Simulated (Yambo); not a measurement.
# GaN (P6_3mc) in Yambo: a series of runs, part 3 of 3

Yambo 5.3.0. Earlier steps stand in the parts before.

### Step 5. G0W0 quasiparticle levels, PBE (cell stretched)

File g0w00.in:

```
gw0
dyson
el_el_corr
rim_cut
HF_and_locXC
ppa
em1d
RandQpts= 1000000
RandGvec= 50 RL
EXXRLvcs= 84 Ry
VXCRLvcs= 84 Ry
Chimod= "HARTREE"
% BndsRnXp
 1 | 98 |
%
NGsBlkXp= 12 Ry
% LongDrXp
 1 | 1 | 1 |
%
PPAPntXp= 27.21138 eV
% GbndRnge
 1 | 98 |
%
GTermKind= "BG"
DysSolver= "n"
ExtendOut
% QPkrange
 1 | 1 | 17 | 20 |
%
```

File scf.in:

```
&CONTROL
  calculation = 'scf'
  prefix = 'pwscf'
  outdir = './tmp'
  pseudo_dir = './pseudo'
/
&SYSTEM
  ibrav = 0
  nat = 4
  ntyp = 2
  ecutwfc = 84
  nbnd = 26
  occupations = 'smearing'
  smearing = 'fd'
  degauss = 0.00367493
  force_symmorphic = .true.
/
&ELECTRONS
  conv_thr = 8d-10
  electron_maxstep = 120
  mixing_beta = 0.5
/
ATOMIC_SPECIES
Ga    69.7230 Ga.upf
N     14.0070 N.upf
CELL_PARAMETERS angstrom
   3.2218469041    0.0000000000    0.0000000000
  -1.6109234521    2.7902012661    0.0000000000
   0.0000000000    0.0000000000    5.2339814801
ATOMIC_POSITIONS crystal
Ga     0.6666666667    0.3333333333    0.5000000000
Ga     0.3333333333    0.6666666667    0.0000000000
N      0.6666666667    0.3333333333    0.8750000000
N      0.3333333333    0.6666666667    0.3750000000
K_POINTS automatic
12 12 6 0 0 0
```

File nscf.in:

```
&CONTROL
  calculation = 'nscf'
  prefix = 'pwscf'
  outdir = './tmp'
  pseudo_dir = './pseudo'
/
&SYSTEM
  ibrav = 0
  nat = 4
  ntyp = 2
  ecutwfc = 84
  nbnd = 98
  occupations = 'fixed'
  force_symmorphic = .true.
/
&ELECTRONS
  conv_thr = 1d-08
  diago_full_acc = .true.
  diago_thr_init = 1d-06
/
ATOMIC_SPECIES
Ga    69.7230 Ga.upf
N     14.0070 N.upf
CELL_PARAMETERS angstrom
   3.2218469041    0.0000000000    0.0000000000
  -1.6109234521    2.7902012661    0.0000000000
   0.0000000000    0.0000000000    5.2339814801
ATOMIC_POSITIONS crystal
Ga     0.6666666667    0.3333333333    0.5000000000
Ga     0.3333333333    0.6666666667    0.0000000000
N      0.6666666667    0.3333333333    0.8750000000
N      0.3333333333    0.6666666667    0.3750000000
K_POINTS automatic
3 3 2 0 0 0
```

Potentials or basis: PseudoDojo 0.4.1 SR PBE standard.

Started as:

```console
> OMP_NUM_THREADS=1 pw.x -in scf.in > scf.out
> OMP_NUM_THREADS=1 pw.x -in nscf.in > nscf.out
> cd tmp/pwscf.save; p2y; mv SAVE ../..; cd ../..
> OMP_NUM_THREADS=1 yambo
> OMP_NUM_THREADS=1 yambo -F g0w00.in -J g0w00 -C g0w00_out
```

Yambo's report:

```text
[... sections 02.01 to 02.04 as in the set-up run ...]

  [02.05] Energies & Occupations
  ==============================

  [X] === General ===
  [X] Electronic Temperature                        :  0.000000  0.000000 [eV K]
  [X] Bosonic    Temperature                        :  0.000000  0.000000 [eV K]
  [X] Finite Temperature mode                       : no
  [X] El. density                                   :  0.76512E+24 [cm-3]
  [X] Fermi Level                                   :  10.17826 [eV]

  [X] === Gaps and Widths ===
  [X] Conduction Band Min                           :  1.739487 [eV]
  [X] Valence Band Max                              :  0.000000 [eV]
[... 232 lines left out ...]
   PPA    diel. fun.  energies                      : Perdew, Burke & Ernzerhof(X)+Perdew, Burke & Ernzerhof(C)
   wavefunctions                                    : Perdew, Burke & Ernzerhof(X)+Perdew, Burke & Ernzerhof(C)
   QP tot states                                    :   4
   GW solver                                        : Newton
   GW approximation                                 : PPA
   PPA imaginary Energy                             :  27.21138 ev
   RIM G`s                                          :   55
   RIM random pts                                   :  1000000
   dS/dw steps                                      :  2
   dS/dw step                                       :  0.100000 ev
   X G`s                                            :  245 used
   X G`s                                            :  245 disk
   X bands                                          :    1   98
   X poles                                          :  100.0000 o/o
   X e/h E range                                    : -1.000000 -1.000000 ev
   X Hxc Kernel                                     : HARTREE
   X BZ energy Double Grid                          : no
   X Optical Averaged directions                    : none
   Sc/G bands                                       :    1   98
   Sc/G damping                                     :  0.100000 ev
   Sc bands terminator                              : yes
   Sc terminator kind                               : BG
   Sc Terminator pole                               :  40.81708
   Sx RL components                                 :   4115

   QP @ state[ 1 ] K range                          :  1  1
   QP @ state[ 1 ] b range                          :  17  20
   GF energies kind                                 : Perdew, Burke & Ernzerhof(X)+Perdew, Burke & Ernzerhof(C)
   GF WF`s kind                                     : Perdew, Burke & Ernzerhof(X)+Perdew, Burke & Ernzerhof(C)
   Xs energies kind                                 : Perdew, Burke & Ernzerhof(X)+Perdew, Burke & Ernzerhof(C)
   Xs WF`s kind                                     : Perdew, Burke & Ernzerhof(X)+Perdew, Burke & Ernzerhof(C)
```

r_setup:

```text
[02] CORE Variables Setup
 =========================

  [02.01] Unit cells
  ==================

  Cell kind             :  HCP
  Atoms in the cell     :  Ga  N
[... 227 lines left out ...]

  [03.01] X indexes
  =================

   [03.01.01] Sigma indexes
   ========================

   [WR./SAVE//ndb.kindx]-----------------------------------------------------------
    Fragmentation                                    : no
    Polarization last K ( bz)                        :  18
    Polarization last K (ibz)                        :   6
    QP states                                        :   1   6
    X grid is uniform                                : yes
    Grids (string)                                   :  X S
    Grids (int-vector)                               :  1  0  0  1
```

It took 7.6 min on 1 thread of Intel Xeon at 2.50GHz (Skylake/Cascade Lake), shared host; peak memory 0.37 GiB.

What came out:

```yaml
Band_gap_on_the_k_mesh_mean-field_level: 1.74 eV, direct
Quasiparticle_gap: 2.21 eV
Least_direct_quasiparticle_gap: 2.21 eV
Quasiparticle_gap_at_Γ: 2.21 eV
Band_gap_of_the_same_states_before_the_correction: 1.74 eV
```

Quasiparticle terms (eV):
| k point | band | Kohn-Sham level | Vxc | Σx | Σc | Z | result |
| --- | --- | --- | --- | --- | --- | --- | --- |
| (0.000, 0.000, 0.000) | 17 | 0.00 | -18.19 | -21.39 | 3.01 | 0.79 | -0.14 |
| (0.000, 0.000, 0.000) | 18 | 0.00 | -18.19 | -21.39 | 3.02 | 0.79 | -0.13 |
| (0.000, 0.000, 0.000) | 19 | 1.74 | -13.96 | -9.63 | -3.91 | 0.81 | 2.08 |
| (0.000, 0.000, 0.000) | 20 | 4.08 | -13.23 | -8.38 | -4.50 | 0.82 | 4.37 |

Caveat: the k mesh is coarse (spacing up to 0.75 Å⁻¹), so the values aren't converged; the potentials hold a filled d shell without the s and p states of that shell, which can shift GW gaps by tenths of an eV, either way; the screening block or the number of bands is too small for a converged GW gap; this version prints the column dSc/dw multiplied by 27.2; the terminator is approximate in this version, by hundredths of an eV; an odd mesh through Γ misses points on the zone boundary, where band edges often lie.

### Step 6. Optical spectrum, PBE (cell stretched)

File optics1.in:

```
optics
chi
Chimod= "HARTREE"
% BndsRnXd
 1 | 43 |
%
NGsBlkXd= 3 Ry
% LongDrXd
 1 | 0 | 0 |
%
% QpntsRXd
 1 | 1 |
%
% EnRngeXd
 0 | 20 | eV
%
% DmRngeXd
 0.1 | 0.1 | eV
%
ETStpsXd= 200
```

scf.in is that of step 5.

nscf.in is that of step 5.

Potentials or basis: PseudoDojo 0.4.1 SR PBE standard.

Started as:

```console
> OMP_NUM_THREADS=1 pw.x -in scf.in > scf.out
> OMP_NUM_THREADS=1 pw.x -in nscf.in > nscf.out
> cd tmp/pwscf.save; p2y; mv SAVE ../..; cd ../..
> OMP_NUM_THREADS=1 yambo
> OMP_NUM_THREADS=1 yambo -F optics1.in -J optics1 -C optics1_out
```

Yambo's report:

```text
[... sections 02.01 to 02.04 as in the set-up run ...]

  [02.05] Energies & Occupations
  ==============================

  [X] === General ===
  [X] Electronic Temperature                        :  0.000000  0.000000 [eV K]
  [X] Bosonic    Temperature                        :  0.000000  0.000000 [eV K]
  [X] Finite Temperature mode                       : no
  [X] El. density                                   :  0.76512E+24 [cm-3]
  [X] Fermi Level                                   :  10.17826 [eV]

  [X] === Gaps and Widths ===
  [X] Conduction Band Min                           :  1.739487 [eV]
  [X] Valence Band Max                              :  0.000000 [eV]
  [X] Filled Bands                                  :  18
  [X] Empty Bands                                   :   19   98
  [X] Direct Gap                                    :  1.739487 [eV]
  [X] Direct Gap localized at k                     :  1
  [X] Indirect Gap                                  :  1.739487 [eV]
  [X] Indirect Gap between kpts                     :  1  1
  [X] Last valence band width                       :  2.580744 [eV]
  [X] 1st conduction band width                     :  4.535139 [eV]

 [03] Transferred momenta grid and indexing
 ==========================================

 IBZ Q-points                                      :   6
 BZ  Q-points                                      :  18

 K/Q-points units:
 rlu = crystal or reduced units; cc = cartesian coordinates; iku = interal k-units

 Q [1]          [rlu]:  0.000000  0.000000  0.000000
 Q [2]          [rlu]:  0.000000  0.000000 -0.500000
 Q [3]          [rlu]:  0.30346E-17  0.33333       0.0000
 Q [4]          [rlu]:  0.30346E-17  0.33333     -0.50000
 Q [5]          [rlu]:  0.333333  0.333333  0.000000
 Q [6]          [rlu]:  0.333333  0.333333 -0.500000

 [WARNING] [Xd] User bands 1-43 break level degeneracy

 [04] Dipoles
 ============

  [04.01] Setup: observables and procedures
  =========================================

  [WARNING] [x,Vnl] slows the Dipoles computation. To neglect it rename the ns.kb_pp file
  [WF-Oscillators/G space/Transverse up loader] Normalization (few states)  min/max  :  0.98131E-17   1.0000

  [WR./optics1//ndb.dipoles]------------------------------------------------------
   Brillouin Zone Q/K grids (IBZ/BZ)                :   6  18   6  18
   RL vectors                                       :   5191 [WF]
   Fragmentation                                    : yes
   Electronic Temperature                           :  0.000000 [K]
   Bosonic    Temperature                           :  0.000000 [K]
   DIP band range                                   :    1   43
   DIP band range limits                            :  18  19
   DIP e/h energy range                             : -1.000000 -1.000000 [eV]
   RL vectors in the sum                            :   5191
   [r,Vnl] included                                 : yes
   Bands ordered                                    : yes
   Direct v evaluation                              : no
   Approach used                                    : G-space v
   Dipoles computed                                 : R V P [G-space]
   Wavefunctions                                    : Perdew, Burke & Ernzerhof(X)+Perdew, Burke & Ernzerhof(C)

  [WARNING] [r,Vnl^pseudo] included in position and velocity dipoles.

  [WARNING] In case H contains other non local terms, these are neglected

 [05] Optics
 ===========

 [X-CG] R(p) Tot o/o(of R):   1148   8100    100
```

Wall time 4.7 min (1 thread of Intel Xeon at 2.50GHz (Skylake/Cascade Lake), shared host); peak memory 0.29 GiB.

What came out:

```
Band gap on the k mesh, mean-field level                              : 1.74 eV, direct
Electronic dielectric constant along the field                        : 12.12
Electronic dielectric constant along the field, independent particles : 12.25
```

Dielectric function (along the field direction of the input):
| energy (eV) | real part | imaginary part |
| --- | --- | --- |
| 0.30 | 12.29 | 0.42 |
| 0.90 | 14.13 | 0.80 |
| 1.61 | 30.69 | 15.41 |
| 2.31 | 0.51 | 1.64 |
| 3.02 | 5.73 | 0.53 |
| 3.62 | 8.30 | 0.55 |
| 4.32 | 14.85 | 2.72 |
| 5.03 | 12.30 | 9.51 |
| 5.73 | 4.74 | 3.23 |
| 6.33 | 9.31 | 39.46 |
| 7.04 | -2.01 | 9.50 |
| 7.74 | 7.73 | 9.58 |
| 8.44 | -2.27 | 1.94 |
| 9.05 | 3.46 | 5.85 |
| 9.75 | -3.15 | 2.93 |
| 10.45 | 1.25 | 2.44 |
| 11.16 | -0.79 | 2.39 |
| 11.76 | -4.86 | 6.72 |
| 12.46 | -0.92 | 1.88 |
| 13.17 | -1.26 | 1.40 |
| 13.87 | -3.29 | 3.40 |
| 14.47 | -1.41 | 0.38 |
| 15.18 | 0.95 | 2.01 |
| 15.88 | -1.09 | 0.45 |
| 16.58 | 0.07 | 0.81 |
| 17.19 | -0.25 | 1.00 |
| 17.89 | -0.18 | 0.80 |
| 18.59 | -0.13 | 0.62 |
| 19.30 | -0.14 | 0.18 |
| 20.00 | 0.18 | 0.44 |

Caveat: the k mesh is coarse (spacing up to 0.75 Å⁻¹), so the values aren't converged; spectra need much finer meshes, so this one isn't converged; these spectra lack excitons; an odd mesh through Γ misses points on the zone boundary, where band edges often lie.

### Step 7. Summary

| task | cell | random integration of the Coulomb term | direction of the field or of q to 0 | states corrected | frequency dependence of W | terminator of the band sum in the self-energy | gap on the mesh (eV) |
| --- | --- | --- | --- | --- | --- | --- | --- |
| G0W0 quasiparticle levels | as given | yes | x + y + z | Γ and the k points of the band edges | plasmon pole | Bruneval-Gonze | - |
| optical spectrum | as given | - | x | - | - | - | 2.01 |
| optical spectrum by the Bethe-Salpeter equation | as given | yes | x | - | - | - | - |
| G0W0 quasiparticle levels | cell stretched | yes | x + y + z | Γ and the k points of the band edges | plasmon pole | Bruneval-Gonze | - |
| optical spectrum | cell stretched | - | x | - | - | - | 1.74 |

Alike in all rows: level PBE; potentials or basis PseudoDojo 0.4.1 SR PBE standard; no spin polarisation; k mesh 3 × 3 × 2; cutoff (eV) 1143; smearing fixed; the mesh is coarse, so values aren't converged.

Caveats: all runs use coarse meshes; an odd mesh through Γ misses points on the zone boundary, where band edges often lie; spectra need much finer meshes, so this one isn't converged (some runs); the potentials hold a filled d shell without the s and p states of that shell, which can shift GW gaps by tenths of an eV, either way (some runs); the screening block or the number of bands is too small for a converged GW gap (some runs); this version prints the column dSc/dw multiplied by 27.2 (some runs); the terminator is approximate in this version, by hundredths of an eV (some runs); these spectra lack excitons (some runs).

Total energies depend on the potentials used, so only differences within one code and one set of settings carry meaning.
